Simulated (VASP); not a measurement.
# SnSe in VASP: further runs

Runs on SnSe. Level: HSE06. Tasks: single point.

Everything below comes from runs of VASP 6.6.1. Logs are shortened: lines on timing, memory, paths and dates and some standing lists are left out, and cuts for length are marked.

**1. Starting point**

The cell holds a slab with vacuum, 4 atoms: a = 4.285 Å, b = 4.285 Å, c = 10.991 Å, α = 90.00°, β = 90.00°, γ = 90.00°.

**2. Single point, HSE06**

The input, POSCAR:

```
SnSe
1.0
    4.2853274191      0.0000000000      0.0000000000
    0.0000000000      4.2853274191      0.0000000000
    0.0000000000      0.0000000000     10.9906921300
Sn Se
2 2
Direct
    0.0000000000      0.5000000000      0.6277708900
    0.5000000000      0.0000000000      0.3722291100
    0.0000000000      0.5000000000      0.3839605100
    0.5000000000      0.0000000000      0.6160394900
```

The input, INCAR.step1:

```
SYSTEM = SnSe
PREC = Accurate
ENCUT = 350
EDIFF = 1E-5
ISMEAR = 0
SIGMA = 0.01
LREAL = .FALSE.
LASPH = .TRUE.
NELM = 100
ALGO = Normal
ISIF = 2
LWAVE = .TRUE.
LCHARG = .FALSE.
NKRED = 1
NBANDS = 28
GGA = PE
```

The input, INCAR.step2:

```
SYSTEM = SnSe
PREC = Accurate
ENCUT = 350
EDIFF = 1E-6
ISMEAR = 0
SIGMA = 0.01
LREAL = .FALSE.
LASPH = .TRUE.
NELM = 100
ALGO = Normal
ISIF = 2
LWAVE = .FALSE.
LCHARG = .FALSE.
GGA = PE
LHFCALC = .TRUE.
HFSCREEN = 0.2
PRECFOCK = Fast
NKRED = 1
NBANDS = 28
ISTART = 1
```

The input, KPOINTS:

```
regular mesh
0
G
  5 5 2
  0 0 0
```

Potentials or basis: VASP PAW PBE potentials, release 64 (Sn_d, Se).

The run is started by

```console
> cat potpaw_PBE.64/Sn_d/POTCAR potpaw_PBE.64/Se/POTCAR > POTCAR
> cp INCAR.step1 INCAR
> mpirun -np 1 vasp_std > vasp.out
> cp INCAR.step2 INCAR
> mpirun -np 1 vasp_std > vasp.out
```

OUTCAR:

```text
SYSTEM = SnSe
   PREC = Accurate
   ENCUT = 350
   EDIFF = 1E-6
   ISMEAR = 0
   LREAL = .FALSE.
   LASPH = .TRUE.
   NELM = 100
   ISIF = 2
   GGA = PE
   LHFCALC = .TRUE.
   HFSCREEN = 0.2
   PRECFOCK = Fast
   NKRED = 1
   ISTART = 1

 Found     12 irreducible k-points:

 Following reciprocal coordinates:
            Coordinates               Weight
  0.000000  0.000000  0.000000      1.000000
  0.200000  0.000000  0.000000      4.000000
  0.400000  0.000000  0.000000      4.000000
  0.200000  0.200000  0.000000      4.000000
  0.400000  0.200000  0.000000      8.000000
  0.400000  0.400000  0.000000      4.000000
   k-points           NKPTS =     12   k-points in BZ     NKDIM =     50   number of bands    NBANDS=     28
   number of dos      NEDOS =    301   number of ions     NIONS =      4
   total plane-waves  NPLWV =  54880
   dimension x,y,z NGX =    28 NGY =   28 NGZ =   70
   dimension x,y,z NGXF=    56 NGYF=   56 NGZF=  140
   ions per type =               2   2
   NGX,Y,Z   is equivalent  to a cutoff of  10.86, 10.86, 10.59 a.u.
   NGXF,Y,Z  is equivalent  to a cutoff of  21.72, 21.72, 21.18 a.u.
 SYSTEM =  SnSe
   PREC   = accura    normal or accurate (medium, high low for compatibility)
   ISTART =      1    job   : 0-new  1-cont  2-samecut
   ICHARG =      0    charge: 1-file 2-atom 10-const
   ISPIN  =      1    spin polarized calculation?
   LNONCOLLINEAR =      F non collinear calculations
   LSORBIT =      F    spin-orbit coupling
   LASPH  =      T    aspherical Exc in radial PAW
   ENCUT  =  350.0 eV  25.72 Ry    5.07 a.u.   6.54  6.54 16.77*2*pi/ulx,y,z
   NELM   =    100;   NELMIN=  2; NELMDL=  0     # of ELM steps
   EDIFF  = 0.1E-05   stopping-criterion for ELM
   LREAL  =      F    real-space projection
   EDIFFG = 0.1E-04   stopping-criterion for IOM
   NSW    =      0    number of steps for IOM
   IBRION =     -1    ionic relax: 0-MD 1-quasi-New 2-CG
   NFREE  =      0    steps in history (QN), initial steepest desc. (CG)
   ISIF   =      2    stress and relaxation
   ISYM   =      3    0-nonsym 1-usesym 2-fastsym
   POTIM  = 0.5000    time-step for ionic-motion
   TEBEG  =    0.0;   TEEND  =   0.0 temperature during run
   PSTRESS=    0.0 pullay stress
   NELECT =      40.0000    total number of electrons
   NUPDOWN=      -1.0000    fix difference up-down
   EMIN   =  10.00;   EMAX   =-10.00  energy-range for DOS
   EFERMI =   0.00;   METHOD = LEGACY
   ISMEAR =     0;   SIGMA  =   0.01  broadening in eV -4-tet -1-fermi 0-gaus
   EFERMI_NEDOS =   21; number of points for ismear=-14 and -15
   IALGO  =     38    algorithm
   IMIX   =      1    mixing-type and parameters
     AMIX     =   0.40;   BMIX     =  1.00
     AMIX_MAG =   1.60;   BMIX_MAG =  1.00
  volume/ion in A,a.u.               =      50.46       340.51
  Fermi-wavevector in a.u.,A,eV,Ry     =   0.954473  1.803693 12.395171  0.911019
  Thomas-Fermi vector in A             =   2.083223
   LORBIT       =      0    0 simple, 1 ext, 2 COOP (PROOUT), +10 PAW based schemes
   GGA     = PE    functional components
   LHFCALC =     T    Hartree Fock is set to
   PRECFOCK=fast      Normal, Fast or Accurate (Low or Medium for compatibility)
   ENCUT4O =  -1.0   cutoff for four orbital integrals eV
   NKREDX  =     1    reduce k-point grid by
   NKREDY  =     1    reduce k-point grid by
   NKREDZ  =     1    reduce k-point grid by
   AEXX    =    0.2500 exact exchange contribution
   HFSCREEN=    0.2000 screening length (either q_TF or 0.3 A-1)
   HFSCREENC=   0.2000 screening length for correlation (either q_TF or 0.3 A-1)
   ENCUTFOCK=  -1.0 apply spherical cutoff to Coloumb kernel
   IVDW    =     0    specifies the selected vdW correction
   LEPSILON=     F    determine dielectric tensor
   LRPA    =     F    only Hartree local field effects (RPA)
 non-spin polarized calculation
 Gauss-broadening in eV      SIGMA  =   0.01
  energy-cutoff  :      350.00
  volume of cell :      201.83
 maximum number of plane-waves:      3034
 NGX is ok and might be reduce to    28
  NGX = 14; NGY = 14; NGZ = 36

 number of electron      40.0000021 magnetization

 Free energy of the ion-electron system (eV)
  ---------------------------------------------------
  ext. energy  EPLUGINS =         0.00000000
  ---------------------------------------------------
  free energy    TOTEN  =       -19.46878677 eV

  energy without entropy =      -19.46878677  energy(sigma->0) =      -19.46878677

 E-fermi :   0.5939     XC(G=0):  -5.0962

 val. band max:        0.5486050742   @ k =   0.4000   0.0000   0.5000
 cond. band min:       1.9621891465   @ k =   0.4000   0.0000   0.5000
 fundamental gap:      1.4135840723
 Fermi energy:         0.5939349626

 k-point     1 :       0.0000    0.0000    0.0000
  band No.  band energies     occupation
      1     -22.9567      2.00000
      2     -22.9541      2.00000
      3     -22.9513      2.00000
      4     -22.9472      2.00000
      5     -22.9239      2.00000
      6     -22.8936      2.00000
      7     -22.8908      2.00000
      8     -22.8908      2.00000
      9     -22.8769      2.00000
     10     -22.8769      2.00000
     11     -14.4016      2.00000
     12     -13.0688      2.00000
     13      -6.4474      2.00000
     14      -4.9963      2.00000
     15      -3.4229      2.00000
     16      -3.0914      2.00000
     17      -3.0914      2.00000
     18      -1.6259      2.00000
     19      -1.6259      2.00000
     20      -0.0590      2.00000
     21       2.5370      0.00000
     22       4.4038      0.00000
     23       4.6736      0.00000
     24       5.5714      0.00000
     25       5.5714      0.00000
     26       6.4995      0.00000
     27       6.7536      0.00000
     28       7.0020      0.00000

 k-point     2 :       0.2000    0.0000    0.0000
  band No.  band energies     occupation
      1     -22.9563      2.00000
      2     -22.9531      2.00000
      3     -22.9511      2.00000
      4     -22.9486      2.00000
      5     -22.9188      2.00000
      6     -22.8943      2.00000
      7     -22.8905      2.00000
      8     -22.8890      2.00000
      9     -22.8792      2.00000
     10     -22.8779      2.00000
     11     -14.2012      2.00000
     12     -13.0616      2.00000
     13      -7.0477      2.00000
     14      -5.8297      2.00000
     15      -3.3451      2.00000
     16      -2.7560      2.00000
     17      -2.5092      2.00000
     18      -1.4082      2.00000
     19      -0.6441      2.00000
     20      -0.2737      2.00000
     21       2.7586      0.00000
     22       3.6956      0.00000
     23       4.1835      0.00000
     24       4.7412      0.00000
     25       5.0063      0.00000
     26       5.5511      0.00000
     27       6.3617      0.00000
     28       6.4751      0.00000

 k-point     3 :       0.4000    0.0000    0.0000
  band No.  band energies     occupation
      1     -22.9600      2.00000
      2     -22.9580      2.00000
      3     -22.9473      2.00000
      4     -22.9454      2.00000
      5     -22.9074      2.00000
      6     -22.8984      2.00000
      7     -22.8884      2.00000
      8     -22.8849      2.00000
      9     -22.8839      2.00000
     10     -22.8808      2.00000
     11     -13.6984      2.00000
     12     -13.2170      2.00000
     13      -7.5997      2.00000
     14      -7.1024      2.00000
     15      -2.6985      2.00000
     16      -1.9863      2.00000
     17      -1.8947      2.00000
     18      -1.2042      2.00000
     19      -0.3522      2.00000
     20       0.5461      2.00000
     21       1.9643      0.00000
     22       2.8752      0.00000
     23       3.2371      0.00000
     24       3.5791      0.00000
     25       3.5801      0.00000
     26       4.8117      0.00000
     27       5.8650      0.00000
     28       7.0889      0.00000

 k-point     4 :       0.2000    0.2000    0.0000
  band No.  band energies     occupation
      1     -22.9599      2.00000
      2     -22.9562      2.00000
      3     -22.9494      2.00000
      4     -22.9457      2.00000
      5     -22.9135      2.00000
      6     -22.8948      2.00000
      7     -22.8926      2.00000
      8     -22.8857      2.00000
      9     -22.8828      2.00000
     10     -22.8770      2.00000
     11     -14.0122      2.00000
     12     -13.0421      2.00000
     13      -7.1250      2.00000
     14      -6.1183      2.00000
     15      -3.9018      2.00000
     16      -3.1329      2.00000
     17      -2.2775      2.00000
     18      -1.3939      2.00000
     19      -0.2543      2.00000
     20      -0.0092      2.00000
     21       2.8119      0.00000
     22       2.9586      0.00000
     23       3.3080      0.00000
     24       4.9258      0.00000
     25       5.4004      0.00000
     26       5.9749      0.00000
     27       6.0141      0.00000
     28       6.9999      0.00000

 k-point     5 :       0.4000    0.2000    0.0000
  band No.  band energies     occupation
      1     -22.9652      2.00000
      2     -22.9641      2.00000
      3     -22.9432      2.00000
      4     -22.9418      2.00000
      5     -22.9036      2.00000
      6     -22.8972      2.00000
      7     -22.8923      2.00000
      8     -22.8880      2.00000
      9     -22.8817      2.00000
     10     -22.8785      2.00000
     11     -13.5528      2.00000
     12     -13.1462      2.00000
     13      -7.2938      2.00000
     14      -6.8903      2.00000
     15      -3.7142      2.00000
     16      -2.7593      2.00000
     17      -2.3598      2.00000
     18      -1.7010      2.00000
     19      -1.2314      2.00000
     20      -0.2751      2.00000
     21       2.6333      0.00000
     22       3.8188      0.00000
     23       3.9901      0.00000
     24       4.3146      0.00000
     25       5.3873      0.00000
     26       5.9751      0.00000
     27       6.1538      0.00000
     28       6.6930      0.00000

 k-point     6 :       0.4000    0.4000    0.0000
  band No.  band energies     occupation
      1     -22.9732      2.00000
      2     -22.9728      2.00000
      3     -22.9368      2.00000
      4     -22.9363      2.00000
      5     -22.8965      2.00000
      6     -22.8962      2.00000
      7     -22.8958      2.00000
      8     -22.8921      2.00000
      9     -22.8785      2.00000
     10     -22.8773      2.00000
     11     -13.2449      2.00000
     12     -13.0769      2.00000
     13      -6.5791      2.00000
     14      -6.4875      2.00000
     15      -4.8766      2.00000
     16      -4.0804      2.00000
     17      -3.1354      2.00000
     18      -2.4763      2.00000
     19      -1.8022      2.00000
     20      -1.3882      2.00000
     21       4.0626      0.00000
     22       4.7341      0.00000
     23       5.4675      0.00000
     24       5.7887      0.00000
     25       5.9857      0.00000
     26       6.0904      0.00000
     27       6.7024      0.00000
     28       7.5243      0.00000

 [... further k-points ...]

------------------------ aborting loop because EDIFF is reached ----------------------------------------

  FORCE on cell =-STRESS in cart. coord.  units (eV):
  Direction    XX          YY          ZZ          XY          YZ          ZX
  --------------------------------------------------------------------------------------
  -------------------------------------------------------------------------------------
  Total       -0.1847991     -0.1847991     -0.3680836      0.0000000      0.0000000     -0.0000000
  in kB       -1.4669569     -1.4669569     -2.9218912      0.0000000      0.0000000     -0.0000000
  external PRESSURE =      -1.9519350 kB  Pullay stress =       0.0000000 kB

 VOLUME and BASIS-vectors are now :
 -----------------------------------------------------------------------------
  energy-cutoff  :      350.00
  volume of cell :      201.83
      direct lattice vectors                 reciprocal lattice vectors
     4.285327419  0.000000000  0.000000000     0.233354398  0.000000000  0.000000000
     0.000000000  4.285327419  0.000000000     0.000000000  0.233354398  0.000000000
     0.000000000  0.000000000 10.990692130     0.000000000  0.000000000  0.090986081

 POSITION                                       TOTAL-FORCE (eV/Angst)
 -----------------------------------------------------------------------------------
      0.00000      2.14266      6.89964         0.000000      0.000000     -0.043283
      2.14266      0.00000      4.09106        -0.000000      0.000000      0.043283
      0.00000      2.14266      4.21999         0.000000      0.000000      0.027609
      2.14266      0.00000      6.77070         0.000000      0.000000     -0.027609
 -----------------------------------------------------------------------------------
    total drift:                               -0.000000      0.000000      0.000000

  FREE ENERGIE OF THE ION-ELECTRON SYSTEM (eV)
  ---------------------------------------------------
  free  energy   TOTEN  =       -19.4687867733 eV

  energy  without entropy=      -19.4687867733  energy(sigma->0) =      -19.46878677
```

Wall time 8.5 min (1 thread of Intel Xeon 6975P-C (Granite Rapids), shared host); peak memory 0.35 GiB.

The run converged, but some of its settings lie outside the range that counts as converged, so its numbers aren't taken as properties of the slab.

What came out:

```yaml
Free_energy: -19.4688 eV
Largest_force: 0.043 eV/Å
Band_gap_on_the_k_mesh: 1.41 eV, direct
```

Caveat: the PAW data sets were made with another functional, which shifts forces and pressure a little; spin-orbit coupling is left out, which moves the levels of the heavy elements.

**3. Single point, HSE06**

POSCAR is that of step 2.

Edit INCAR.step1 of step 2 so:

```diff
@@ -2,3 +2,3 @@
 PREC = Accurate
-ENCUT = 350
+ENCUT = 250
 EDIFF = 1E-5
```

Edit INCAR.step2 of step 2 so:

```diff
@@ -2,3 +2,3 @@
 PREC = Accurate
-ENCUT = 350
+ENCUT = 250
 EDIFF = 1E-6
```

The input, KPOINTS:

```
regular mesh
0
G
  2 2 1
  0 0 0
```

Potentials or basis: VASP PAW PBE potentials, release 64 (Sn_d, Se).

The run is started by

```console
> cat potpaw_PBE.64/Sn_d/POTCAR potpaw_PBE.64/Se/POTCAR > POTCAR
> cp INCAR.step1 INCAR
> mpirun -np 1 vasp_std > vasp.out
> cp INCAR.step2 INCAR
> mpirun -np 1 vasp_std > vasp.out
```

It took 29 s on 1 thread of Intel Xeon 6975P-C (Granite Rapids), shared host; peak memory 0.27 GiB.

The run converged, but some of its settings lie outside the range that counts as converged, so its numbers aren't taken as properties of the slab.

Results:

```
Free energy            : -18.8379 eV
Largest force          : 1.207 eV/Å
Band gap on the k mesh : 2.31 eV, direct
```

Caveat: the k mesh is coarse (spacing up to 0.73 Å⁻¹), so the values aren't converged, least of all with exact exchange; the cutoff is under 1.25 times the usual one of these potentials, so pressure, stress and relaxed cells hold a basis-set (Pulay) error; the PAW data sets were made with another functional, which shifts forces and pressure a little; spin-orbit coupling is left out, which moves the levels of the heavy elements.

(Continued in part 2 of 2.)
